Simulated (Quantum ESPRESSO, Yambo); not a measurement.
# CdSe (F-43m): G0W0 with Yambo, start to end, part 2 of 3

Aim: the G0W0 gap of CdSe (F-43m) on PBE, step by step.

Quantum ESPRESSO 7.5 and Yambo 5.3.0; PBE and many-body steps on it, plane waves. Known limits of the many-body steps: not at the basis limit; no spin-orbit coupling; coarse k mesh.

So far. Step 2 (Ground state): The gap is direct, at Γ. Step 3 (Bands along the symmetry lines): The gap is 0.643 eV, as in the run before at this level.

## (4) Empty states on the mesh, 4×4×4 mesh, 116 bands

Level of this step: DFT, PBE, plane waves, norm-conserving pseudopotentials (Quantum ESPRESSO).

The sums over transitions need many empty states on a uniform mesh; this step solves for them.

Input file pw.in:

```
&control
  calculation = 'nscf'
  prefix = 'x'
  outdir = 'o'
  pseudo_dir = 'pseudo'
/
&system
  ibrav = 0
  nat = 2
  ntyp = 2
  ecutwfc = 104.0
  nbnd = 116
  force_symmorphic = .true.
/
&electrons
  conv_thr = 1e-9
  electron_maxstep = 80
  diago_full_acc = .true.
  diago_thr_init = 5e-6
/
ATOMIC_SPECIES
  Cd 112.41 Cd.upf
  Se 78.971 Se.upf
CELL_PARAMETERS angstrom
  0.0000000000 3.0250000000 3.0250000000
  3.0250000000 0.0000000000 3.0250000000
  3.0250000000 3.0250000000 0.0000000000
ATOMIC_POSITIONS crystal
  Cd 0.0000000000 0.0000000000 0.0000000000
  Se 0.7500000000 0.7500000000 0.7500000000
K_POINTS automatic
  4 4 4 0 0 0
```

Run with:

```bash
> OMP_NUM_THREADS=1 mpirun -n 4 pw.x -nk 4 -in pw.in > pw.out
```

What it wrote:

```text
[banner, memory and clock lines left out]
Program PWSCF v.7.5 starts

     Atomic positions and unit cell read from directory:
     o/x.save/

     Message from routine setup:
     using ibrav=0 with symmetry is DISCOURAGED, use correct ibrav instead

     G-vector sticks info

     bravais-lattice index     =            0
     lattice parameter (alat)  =       8.0842  a.u.
     unit-cell volume          =     373.5964 (a.u.)^3
     number of atoms/cell      =            2
     number of atomic types    =            2
     number of electrons       =        44.00
     number of Kohn-Sham states=          116
     kinetic-energy cutoff     =     104.0000  Ry
     charge density cutoff     =     416.0000  Ry
     Exchange-correlation= PBE
                           (   1   4   3   4   0   0   0)

     celldm(1)=   8.084241  celldm(2)=   0.000000  celldm(3)=   0.000000
     celldm(4)=   0.000000  celldm(5)=   0.000000  celldm(6)=   0.000000

     crystal axes: (cart. coord. in units of alat)
               a(1) = (   0.000000   0.707107   0.707107 )
               a(2) = (   0.707107   0.000000   0.707107 )
               a(3) = (   0.707107   0.707107   0.000000 )

     reciprocal axes: (cart. coord. in units 2 pi/alat)
               b(1) = ( -0.707107  0.707107  0.707107 )
               b(2) = (  0.707107 -0.707107  0.707107 )
               b(3) = (  0.707107  0.707107 -0.707107 )
     Pseudo is Norm-conserving + core correction, Zval = 20.0
     Generated using ONCVPSP code by D. R. Hamann
     Using radial grid of 1368 points,  6 beta functions with:
     Pseudo is Norm-conserving + core correction, Zval = 24.0
     Generated using ONCVPSP code by D. R. Hamann
     Using radial grid of 1214 points,  6 beta functions with:
     Cd               20.00   112.41000     Cd( 1.00)
     Se               24.00    78.97100     Se( 1.00)

     24 Sym. Ops. (no inversion) found

   Cartesian axes

     site n.     atom                  positions (alat units)
         1        Cd     tau(   1) = (   0.0000000   0.0000000   0.0000000  )
         2        Se     tau(   2) = (   1.0606602   1.0606602   1.0606602  )

     number of k points=     8
                       cart. coord. in units 2pi/alat
        k(    1) = (   0.0000000   0.0000000   0.0000000), wk =   0.0312500
        k(    2) = (   0.1767767   0.1767767  -0.1767767), wk =   0.2500000
        k(    3) = (  -0.3535534  -0.3535534   0.3535534), wk =   0.1250000
[...]
k(    7) = (  -0.7071068   0.0000000   0.0000000), wk =   0.0937500
        k(    8) = (  -0.7071068   0.3535534   0.0000000), wk =   0.1875000

     Dense  grid:    53497 G-vectors     FFT dimensions: (  54,  54,  54)

     The potential is recalculated from file :
     o/x.save/charge-density

     Starting wfcs are   23 randomized atomic wfcs +   93 random wfcs

     Band Structure Calculation

     End of band structure calculation

          k = 0.0000 0.0000 0.0000 (  6735 PWs)   bands (ev):

  -198.7240-138.2021-138.2021-138.2021 -93.3810 -54.4430 -54.4430 -54.4430
   -38.3759 -38.3759 -38.3759 -38.3722 -38.3722  -4.3449   0.3513   0.3513
     0.3513   0.7425   0.7425   8.3376   8.3376   8.3376   8.9804  14.2838
    14.2838  14.2838  18.2020  19.5140  19.5140  20.4439  20.4439  20.4439
[...]
[... 3 further rows ...]
[...]
83.4401  83.4401  83.4402  83.7854

          k = 0.1768 0.1768-0.1768 (  6684 PWs)   bands (ev):

  -198.7240-138.2021-138.2021-138.2021 -93.3810 -54.4432 -54.4431 -54.4431
[...]
[... 3 further rows ...]
[...]
82.4673  84.3636  84.3636  84.9361

          k =-0.3536-0.3536 0.3536 (  6658 PWs)   bands (ev):

  -198.7240-138.2021-138.2021-138.2021 -93.3810 -54.4433 -54.4431 -54.4431
[...]
59.1124  59.2374  60.0945  60.0945  61.0949  61.0949  61.8136  61.8683
     [... 3 further rows ...]
    79.6149  79.6149  80.7597  80.7597  81.0566  81.8301  82.8363  83.6976
    83.8302  83.8302  84.4291  84.4291

          k = 0.3536 0.0000 0.0000 (  6715 PWs)   bands (ev):

     [... further k-points ...]

     highest occupied, lowest unoccupied level (ev):     8.3376    8.9804

     XML data file, pseudopotentials, collected wavefunctions
```

Run time: 16 s. Hardware: 4 MPI ranks of Arm Neoverse V1, shared host; peak memory 0.54 GiB.

This step gave:

- gap: 0.6428 eV
- k of the valence top: 0, 0, 0
- k of the conduction bottom: 0, 0, 0
- least direct gap: 0.6428 eV
- k points computed: 8
- lowest point of the top converged band, above the valence top: 75.4045 eV

On this mesh the gap is 0.643 eV.

## (5) Conversion and set-up

This step: Yambo 5.3.0; conversion and set-up on PBE, plane waves, norm-conserving pseudopotentials.

The states are converted to the many-body program's format and the q mesh is built.

Run with:

```bash
> (cd o/x.save; p2y > p2y.log; mv SAVE ../..); yambo > setup.log
```

What it wrote:

```text
 Yambo, version 5.3.0

 [02] CORE Variables Setup
 =========================

  [02.01] Unit cells
  ==================

  Cell kind             :  FCC
  Atoms in the cell     :  Cd  Se
  number of Cd atoms    :  1
  number of Se atoms    :  1

  List of atomic masses
  Mass of Cd    :  112.4100
  Mass of Se    :  78.97100

  List of atomic coordinates    : [cc]
  Cd1       :  0.000000  0.000000  0.000000  order 1
  Se1       :  8.574632  8.574632  8.574632  order 2

  Alat factors          :  5.716422  5.716422  5.716422 [a.u.]
  Direct lattice volume :  373.5964 [a.u.]
  Direct lattice vectors:  A[ 1 ]  A[ 2 ]  A[ 3 ]
   A[ 1 ]:  0.000000  1.000000  1.000000  [iru]
   0.000000  5.716422  5.716422  [cc]
   A[ 2 ]:  1.000000  0.000000  1.000000  [iru]
   5.716422  0.000000  5.716422  [cc]
   A[ 3 ]:  1.000000  1.000000  0.000000  [iru]
   5.716422  5.716422  0.000000  [cc]

  Recip. lattice volume :  0.663952 [a.u.]
  Recip. lattice vectors:  B[ 1 ]  B[ 2 ]  B[ 3 ]
   B[ 1 ]: -0.500000  0.500000  0.500000  [iku]
  -0.549573  0.549573  0.549573  [cc]
   B[ 2 ]:  0.500000 -0.500000  0.500000  [iku]
   0.549573 -0.549573  0.549573  [cc]
   B[ 3 ]:  0.500000  0.500000 -0.500000  [iku]
   0.549573  0.549573 -0.549573  [cc]

  [02.02] Symmetries
  ==================

  Inversion symmetry    : yes
  Spatial inversion     : no
  Inversion index       :  25
  K-space Time-reversal : yes
  Magnetic symmetries   : no
  Time-reversal derived K-space symmetries:   25   48
  Group table correct   : yes
  Symmetries units      :  [cc]

   [S  1]:   1.0000     -0.30397E-16 -0.30397E-16 -0.30397E-16   1.0000      0.30397E-16  0.30397E-16  0.30397E-16   1.0000
   [S  2]:  -1.0000      0.30397E-16 -0.30397E-16  0.30397E-16  -1.0000      0.30397E-16 -0.30397E-16 -0.30397E-16   1.0000
   [S  3]:  -1.0000     -0.30397E-16  0.30397E-16  0.30397E-16   1.0000     -0.30397E-16 -0.30397E-16  0.30397E-16  -1.0000
[...]
[S  9]: -0.30397E-16   1.0000     -0.30397E-16  0.30397E-16 -0.30397E-16   1.0000       1.0000      0.30397E-16  0.30397E-16
   [S 10]: -0.30397E-16  -1.0000      0.30397E-16  0.30397E-16  0.30397E-16  -1.0000       1.0000     -0.30397E-16 -0.30397E-16
     [... 36 further rows ...]
   [S*47]:   1.0000     -0.30397E-16  0.30397E-16 -0.30397E-16  0.30397E-16  -1.0000      0.30397E-16   1.0000     -0.30397E-16
   [S*48]:   1.0000      0.30397E-16 -0.30397E-16 -0.30397E-16 -0.30397E-16   1.0000      0.30397E-16  -1.0000      0.30397E-16

  [02.03] Reciprocal space
  ========================

  nG shells         :   462
  nG charge         :   53497
  nG WFs            :   7773
  nC WFs            :   6735
  G-vecs. in first 46 shells:  [ Number ]
     1    9   15   27   51   59   65   89  113
    137   169   181   229   259   283   307   331   339
    387   411   459   531   537   561   609   645   701
[...]
1639
  ...
[...]
K/Q-points units:
  rlu = crystal or reduced units; cc = cartesian coordinates; iku = interal k-units

  K [1]          [rlu]:  0.000000  0.000000  0.000000
         WF components:   6735
  K [2]          [rlu]: -0.11418E-16 -0.11418E-16  0.25000
         WF components:   6684
  K [3]          [rlu]:  0.22836E-16  0.22836E-16 -0.50000
         WF components:   6658
  K [4]          [rlu]: -0.77583E-17  0.25000      0.25000
         WF components:   6715
  K [5]          [rlu]:  0.90027E-17  0.25000     -0.50000
         WF components:   6712
  [... 2 further k-points ...]
  K [8]          [rlu]:  0.250000 -0.500000 -0.250000
         WF components:   6688

  [02.05] Energies & Occupations
  ==============================

  [X] === General ===
  [X] Electronic Temperature                        :  0.000000  0.000000 [eV K]
  [X] Bosonic    Temperature                        :  0.000000  0.000000 [eV K]
  [X] Finite Temperature mode                       : no
  [X] El. density                                   :  0.79478E+24 [cm-3]
  [X] Fermi Level                                   :  8.337628 [eV]

  [X] === Gaps and Widths ===
  [X] Conduction Band Min                           :  0.642755 [eV]
  [X] Valence Band Max                              :  0.000000 [eV]
  [X] Filled Bands                                  :  22
  [X] Empty Bands                                   :   23  116
  [X] Direct Gap                                    :  0.642755 [eV]
  [X] Direct Gap localized at k                     :  1
  [X] Indirect Gap                                  :  0.642755 [eV]
  [X] Indirect Gap between kpts                     :  1  1
  [X] Last valence band width                       :  2.274404 [eV]
  [X] 1st conduction band width                     :  4.462916 [eV]

  E @ K [1]:  [eV]
  -207.0616 -146.5397 -146.5397 -146.5397 -101.7187  -62.7807  -62.7807  -62.7807
  -46.71355 -46.71355 -46.71355 -46.70980 -46.70980 -12.68252  -7.98634  -7.98634
   -7.98634     -7.59515     -7.59515    -0.386946E-8 -0.315752E-8   0.00000     0.642755      5.94618
[...]
occ @ K [1]
[...]
E @ K [2]:  [eV]
[...]
occ @ K [2]
[...]
E @ K [3]:  [eV]
[...]
occ @ K [3]
[...]
E @ K [4]:  [eV]
[...]
occ @ K [4]
[...]
E @ K [5]:  [eV]
[...]
occ @ K [5]
[...]
[... 2 further k-points ...]
  E @ K [8]:  [eV]
[...]
occ @ K [8]
[...]
0.000000  0.000000  0.000000  0.000000  0.000000  0.000000  0.000000  0.000000
   0.000000  0.000000  0.000000  0.000000  0.000000  0.000000  0.000000  0.000000

 [03] Transferred momenta grid and indexing
 ==========================================

 IBZ Q-points                                      :   8
 BZ  Q-points                                      :   64

 K/Q-points units:
 rlu = crystal or reduced units; cc = cartesian coordinates; iku = interal k-units

 Q [1]          [rlu]:  0.000000  0.000000  0.000000
 Q [2]          [rlu]: -0.89146E-17 -0.89146E-17  0.25000
 Q [3]          [rlu]:  0.17829E-16  0.17829E-16 -0.50000
[...]
Q [7]          [rlu]:  0.66020E-16 -0.50000     -0.50000
 Q [8]          [rlu]:  0.250000 -0.500000 -0.250000

  [03.01] X indexes
  =================

   [03.01.01] Sigma indexes
   ========================

 [06] Game Over & Game summary
```

It took 3.1 s on 1 MPI rank; peak memory 0.27 GiB.

(Continued in part 3 of 3.)

[Paths, hosts, dates, memory and timing lines, banners, echoed tables and standing remarks are left out of the program output.]

[Logs are printed without paths, hosts, clocks, repeated set-up lines and the standing remarks that a program may print on its own settings, such as how far it seeks lower states.]

[Runs of the session that timed out or met a known fault of the program may be left out.]

[Hosts, paths, dates, database ids (printed as entryN), source tags and the programs' standing remarks are cut or masked in the printed files.]
